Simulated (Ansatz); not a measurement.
# TaN (P-6m2) in Ansatz: convergence with dr2 threshold

Aim: find how far dr2 threshold must go before the results for TaN settle, at PBE. This setting moves, with any that are tied to it; all else stays.

Everything below comes from runs of Ansatz 0.2.0. Logs are shortened: lines on timing, memory, paths and dates and some standing lists are left out, and cuts for length are marked.

### Step 1. Starting point

The structure is hexagonal, space group P-6m2 (No. 187). Conventional cell: a = 2.938 Å, b = 2.938 Å, c = 2.883 Å, α = 90.00°, β = 90.00°, γ = 120.00°. Around Ta (site symmetry -6m2) lie 6 N at 2.23 Å. N (site symmetry -6m2) is surrounded by 6 Ta at 2.23 Å.

### Step 2. With dr2 threshold 0.001

input.yaml

```yaml
crystal:
  lattice:
    - [2.938, 0.0, 0.0]
    - [-1.469, 2.5443826363, 0.0]
    - [0.0, 0.0, 2.883]
  atoms:
    - { symbol: Ta, position: [0.0, 0.0, 0.5] }
    - { symbol: "N", position: [0.6666666667, 0.3333333333, 0.0] }
kpoints:
  mp_grid: { grid: [10, 10, 9] }
scf:
  occupations: { method: fermi_dirac, width: 0.05 }
  convergence: { dr2_threshold: 0.001 }
hamiltonian:
  xc: pbe
  pseudopotentials: { kind: all_electron, lapw: { basis_error: 0.001 } }
output:
  forces: true
  stress: true
  eigenvalues: true
```

Potentials or basis: all-electron LAPW, scalar-relativistic.

Command:

```sh
$ ansatz run input.yaml --threads 1 --pin off --max-ram 3072MiB --backend cpu --events-out ev --progress --plain --runs-dir out
```

Standard output:

```text
Warning: scf.convergence.dr2_threshold = 1e-3 eV is looser than this run's default, which is 1e-7 eV or tighter. The error in the forces grows as the threshold's square root, so leave the key out unless less accurate forces are enough
Warning: output.stress: scf.convergence.dr2_threshold = 1e-3 eV is looser than the 1e-7 eV advised for a printed stress on datasets or a basis made for the crystal, by an estimate of what a threshold leaves in their stress. Set scf.convergence.dr2_threshold to 1e-7 eV or tighter
Warning: RAYON_NUM_THREADS=1 ignored (pool sized by the plan → 1); use --threads N
LAPW: plane waves up to 9.583 Å⁻¹, error target 1.0e-3 eV per atom; small_component_spin mean_spin; N in spheres of 0.944 Å, 7 of its electrons in bands, Dirac shells []; Ta in spheres of 1.282 Å, 43 of its electrons in bands, Dirac shells [] (how accurate: hamiltonian.pseudopotentials.lapw.basis_error, Limitations)
Engine: ansatz 0.2.0, x86_64-unknown-linux-gnu
Pseudopotentials: kind: all_electron
Pseudopotential: Ta, LAPW, valence charge 43, lapw/all_electron/scalar/gaussian/Ta, Koelling and Harmon's equation, gaussian nucleus
Pseudopotential: N, LAPW, valence charge 7, lapw/all_electron/scalar/gaussian/N, Koelling and Harmon's equation, gaussian nucleus
Functional definition: PBE
  parameter kappa = 0.804
  parameter beta = 0.06672455060314922
  exchange = pbe_x(kappa = kappa, mu = beta*pi^2/3)
  correlation = pbe_c(beta = beta)
Crystal: 2 atoms, lattice volume = 21.552 Å³
Basis set: ecut = 349.8580054168392 eV, 315 PW (Γ), exchange–correlation at level 2
Bands: 30, of which v1, the nominal top of the filled ones, is band 25 counted from 1 (24 counted from 0)
Symmetry: 12 space group operations
Space group: P-6m2 (ITA 187), of the structure as read, at distance tolerance 2.8e-5 Å
k-points: 70 of 900 (time reversal used)
Non-local potential: Ta, projectors of the file, none
Non-local potential: N, projectors of the file, none
Initial density: superposition of atomic densities (chi_scale 0.1, normalization cell, long waves kept (reshape's long-wave potential 0.00 eV rms))
Initial wavefunctions: plane waves of lowest kinetic energy (no species holds an atomic orbital)
Functional: x = pbe(κ = 0.804, μ = 0.2195149727645171), c = pbe(β = 0.06672455060314922)
iter 1 solved again at ethr=6.69e-3 eV; its pass at ethr=1.00e-1 eV (dr2=3.34e0 eV) is discarded
SCF iter   1: F=—  HF=-426062.864716 eV  |F-HF|=—  |Δ(HF+E_count)|=         —  Δρ=1.17e-1  dr2=3.34e0  ethr=6.69e-3  ⟨swp⟩=2.0  Hψ=13274  notcnv=0
preconditioner: auto → none  [insulator: Δε(μ)=0.233 eV  Ē_g=23.024 eV  σ=0.050 eV  W_gap=0.82  n_scr=8 (ndim 8)  ℏωp=43.8 eV  f_vac=0.000  D(μ)=0.03/eV (n_scr^D=0)  ε∞_Penn≈4.6]
SCF iter   2: F=—  HF=-426062.344411 eV  |F-HF|=—  |Δ(HF+E_count)|=   5.20e-1  Δρ=7.47e-2  dr2=1.48e0  ethr=6.68e-3  ⟨swp⟩=3.0  Hψ=6377  notcnv=0
iter 3 solved again at ethr=1.14e-4 eV; its pass at ethr=2.96e-3 eV (dr2=5.70e-2 eV) is discarded
SCF iter   3: F=—  HF=-426061.500645 eV  |F-HF|=—  |Δ(HF+E_count)|=   8.44e-1  Δρ=1.81e-2  dr2=5.70e-2  ethr=1.14e-4  ⟨swp⟩=2.0  Hψ=10603  notcnv=0
SCF iter   4: F=—  HF=-426061.504040 eV  |F-HF|=—  |Δ(HF+E_count)|=         —  Δρ=2.53e-3  dr2=1.78e-3  ethr=1.14e-4  ⟨swp⟩=2.0  Hψ=6643  notcnv=0
the basis was enlarged: its passes take 1.7 MiB over the memory plan, 1 of 1 planned eigensolver slots
SCF iter   5: F=—  HF=-426061.498888 eV  |F-HF|=—  |Δ(HF+E_count)|=   5.15e-3  Δρ=1.89e-3  dr2=1.06e-3  ethr=3.55e-6  ⟨swp⟩=2.0  Hψ=6304  notcnv=0
SCF iter   6: F=-426061.498235 eV  HF=-426061.498266 eV  |F-HF|=3.09e-5  |Δ(HF+E_count)|=   6.22e-4  Δρ=4.36e-4  dr2=3.60e-5  ethr=2.11e-6  ⟨swp⟩=2.0  Hψ=6304  notcnv=0
SCF 1 converged in 6 iterations: F = -426061.498235 eV  dr2 = 3.60e-5
SCF converged after 6 iterations
Free energy (F): -426061.498235 eV
Harris-Foulkes:  -426061.498266 eV  (|F-HF|=3.09e-5)
Internal energy: -426061.497924 eV  (E = F + TS)
E sigma→0 (E₀):  -426061.498079 eV
Entropy (-TS):   -0.000311 eV (-0.155 meV/atom)
Fermi energy:    25.509371 eV
--- Per-component energies (eV) ---
  E_band       = -4729.512117
  E_kinetic    = 475425.971231
  E_xc         = -8812.520443
  E_electrostatic = -892674.948712  (all electrons and nuclei)
  E_smearing   = -0.000311  (= −TS)
  E_closure    = 0.000000  (closes the sum)
  E_atoms      = -426041.112071  (free atoms, spherical and without spin; not in F)
  Σ components = -426061.498235   (vs F -426061.498235, Δ=0.00e0)
  Basis errors (estimates in eV, not in F): energy 3.3e-4 per atom: plane waves 2.9e-4 (1.6e-4 summed), levels above the bands 3.7e-89, relativity 6.3e-8, radial functions 4.0e-5, core shells 4.1e-7; eigenvalues (radial functions only) 5.6e-6; not estimated: angular momenta, meshes, grids; target (lapw.basis_error) 1.0e-3; muffin-tin radii N 0.944 Å, Ta 1.282 Å
--- Forces (eV/Å), atoms counted from 1 ---
  atom   1  Ta     0.00000000     0.00000000     0.00000000
  atom   2  N      0.00000000     0.00000000     0.00000000
  max |Σ_I F_I| component: 1.20e-16 eV/Å
--- Stress (GPa, compression-positive) ---
        4.469958       0.000000       0.000000
        0.000000       4.469958       0.000000
        0.000000       0.000000       5.543207
  P = ⅓ Tr σ = 4.8277 GPa (48.277 kbar)
--- Band table (eV; the first three rows and the last of 70) ---
  k-point 0: bands = ["-370.3000", "-370.2823", "-370.2823", "-352.2995", "-191.8622", "-191.8622", "-191.8316", "-191.8285", "-191.8285", "-43.0235", "-9.3638", "-9.1095", "-9.1095", "5.2288", "5.2462", "5.2462", "5.2517", "5.2517", "5.2657", "5.3365", "7.7163", "20.8818", "20.8818", "21.2472", "22.5197", "27.6484", "29.0191", "29.0191", "29.4609", "29.4609"]
  k-point 1: bands = ["-370.3000", "-370.2823", "-370.2823", "-352.2995", "-191.8622", "-191.8622", "-191.8316", "-191.8285", "-191.8285", "-43.0176", "-9.4793", "-9.1001", "-9.1001", "5.2325", "5.2438", "5.2438", "5.2558", "5.2558", "5.2591", "5.3365", "7.9644", "20.3862", "20.9823", "20.9823", "23.2393", "27.7978", "27.7978", "28.0865", "30.2285", "30.2285"]
  k-point 2: bands = ["-370.3000", "-370.2823", "-370.2823", "-352.2995", "-191.8622", "-191.8622", "-191.8316", "-191.8285", "-191.8285", "-43.0027", "-9.7622", "-9.0760", "-9.0760", "5.2367", "5.2383", "5.2383", "5.2457", "5.2654", "5.2654", "5.3366", "8.6332", "18.8549", "21.2406", "21.2406", "24.6735", "26.5068", "26.5068", "29.1255", "30.2315", "30.2315"]
  k-point 69: bands = ["-370.3000", "-370.2823", "-370.2823", "-352.2995", "-191.8622", "-191.8622", "-191.8316", "-191.8285", "-191.8285", "-42.8925", "-9.9740", "-9.7781", "-9.5861", "5.2016", "5.2459", "5.2519", "5.2605", "5.2667", "5.2751", "5.3139", "9.7804", "17.4026", "18.8703", "21.3804", "24.9438", "29.8705", "30.4049", "31.9599", "32.7506", "34.8775"]
```

It took 27 s on 1 thread of Intel Xeon at 2.70GHz, shared host; peak memory 0.38 GiB.

What came out:

```yaml
Free_energy: -426061.4982 eV
Pressure: 4.8 GPa
Band_gap_on_the_k_mesh: none (metal or under the smearing width)
```

### Step 3. With dr2 threshold 0.0001

input.yaml: that of step 2 with these lines changed.

```diff
@@ -12,3 +12,3 @@
   occupations: { method: fermi_dirac, width: 0.05 }
-  convergence: { dr2_threshold: 0.001 }
+  convergence: { dr2_threshold: 0.0001 }
 hamiltonian:
```

Potentials or basis: all-electron LAPW, scalar-relativistic.

Command:

```sh
$ ansatz run input.yaml --threads 1 --pin off --max-ram 3072MiB --backend cpu --events-out ev --progress --plain --runs-dir out
```

It took 28 s on 1 thread of Intel Xeon at 2.70GHz, shared host; peak memory 0.38 GiB.

Results:

- Free energy: -426061.4983 eV
- Pressure: 4.8 GPa
- Band gap on the k mesh: none (metal or under the smearing width)

### Step 4. With dr2 threshold 1e-05

input.yaml: that of step 3 with these lines changed.

```diff
@@ -12,3 +12,3 @@
   occupations: { method: fermi_dirac, width: 0.05 }
-  convergence: { dr2_threshold: 0.0001 }
+  convergence: { dr2_threshold: 1.0e-05 }
 hamiltonian:
```

Command:

```sh
$ ansatz run input.yaml --threads 1 --pin off --max-ram 3072MiB --backend cpu --events-out ev --progress --plain --runs-dir out
```

Wall time 29 s (1 thread of Intel Xeon at 2.70GHz, shared host); peak memory 0.38 GiB.

Results:

- Free energy: -426061.4983 eV
- Pressure: 4.8 GPa
- Band gap on the k mesh: none (metal or under the smearing width)

### Step 5. With dr2 threshold 1e-06

input.yaml: that of step 4 with these lines changed.

```diff
@@ -12,3 +12,3 @@
   occupations: { method: fermi_dirac, width: 0.05 }
-  convergence: { dr2_threshold: 1.0e-05 }
+  convergence: { dr2_threshold: 1.0e-06 }
 hamiltonian:
```

Command:

```sh
$ ansatz run input.yaml --threads 1 --pin off --max-ram 3072MiB --backend cpu --events-out ev --progress --plain --runs-dir out
```

Wall time 28 s (1 thread of Intel Xeon at 2.70GHz, shared host); peak memory 0.38 GiB.

Results:

| Quantity | Value |
| --- | --- |
| Free energy | -426061.4983 eV |
| Pressure | 4.8 GPa |
| Band gap on the k mesh | none (metal or under the smearing width) |

### Step 6. With dr2 threshold 1e-07

input.yaml: that of step 5 with these lines changed.

```diff
@@ -12,3 +12,3 @@
   occupations: { method: fermi_dirac, width: 0.05 }
-  convergence: { dr2_threshold: 1.0e-06 }
+  convergence: { dr2_threshold: 1.0e-07 }
 hamiltonian:
```

Potentials or basis: all-electron LAPW, scalar-relativistic.

Command:

```sh
$ ansatz run input.yaml --threads 1 --pin off --max-ram 3072MiB --backend cpu --events-out ev --progress --plain --runs-dir out
```

It took 28 s on 1 thread of Intel Xeon at 2.70GHz, shared host; peak memory 0.38 GiB.

Results:

| Item | Value |
| --- | --- |
| Free energy | -426061.4983 eV |
| Pressure | 4.8 GPa |
| Band gap on the k mesh | none (metal or under the smearing width) |

### Step 7. With dr2 threshold 1e-08

input.yaml: that of step 6 with these lines changed.

```diff
@@ -12,3 +12,3 @@
   occupations: { method: fermi_dirac, width: 0.05 }
-  convergence: { dr2_threshold: 1.0e-07 }
+  convergence: { dr2_threshold: 1.0e-08 }
 hamiltonian:
```

Command:

```sh
$ ansatz run input.yaml --threads 1 --pin off --max-ram 3072MiB --backend cpu --events-out ev --progress --plain --runs-dir out
```

It took 28 s on 1 thread of Intel Xeon at 2.70GHz, shared host; peak memory 0.38 GiB.

It converged, with:

| Property | Result |
| --- | --- |
| Free energy | -426061.4983 eV |
| Pressure | 4.8 GPa |
| Band gap on the k mesh | none (metal or under the smearing width) |

### Step 8. With dr2 threshold 1e-10

input.yaml: that of step 7 with these lines changed.

```diff
@@ -12,3 +12,3 @@
   occupations: { method: fermi_dirac, width: 0.05 }
-  convergence: { dr2_threshold: 1.0e-08 }
+  convergence: { dr2_threshold: 1.0e-10 }
 hamiltonian:
```

Command:

```sh
$ ansatz run input.yaml --threads 1 --pin off --max-ram 3072MiB --backend cpu --events-out ev --progress --plain --runs-dir out
```

Run time: 31 s. Hardware: 1 thread of Intel Xeon at 2.70GHz, shared host; peak memory 0.38 GiB.

It converged, with:

```yaml
Free_energy: -426061.4983 eV
Pressure: 4.8 GPa
Band_gap_on_the_k_mesh: none (metal or under the smearing width)
```

### Step 9. Result

```
dr2 threshold  energy less the tightest run, at zero smearing (meV/atom)  SCF cycles  CPU time (s)  peak memory (GiB)
        0.001                                                       0.01           6            27               0.38
       0.0001                                                       0.00           7            28               0.38
        1e-05                                                       0.00           7            29               0.38
        1e-06                                                       0.00           7            28               0.38
        1e-07                                                       0.00           8            28               0.38
        1e-08                                                       0.00           9            28               0.38
        1e-10                                                       0.00          10            31               0.38
```

Against the tightest run, the energy stays within 1 meV/atom from 0.001 on. The tightest run that finished is the yardstick and may itself not be fully converged.
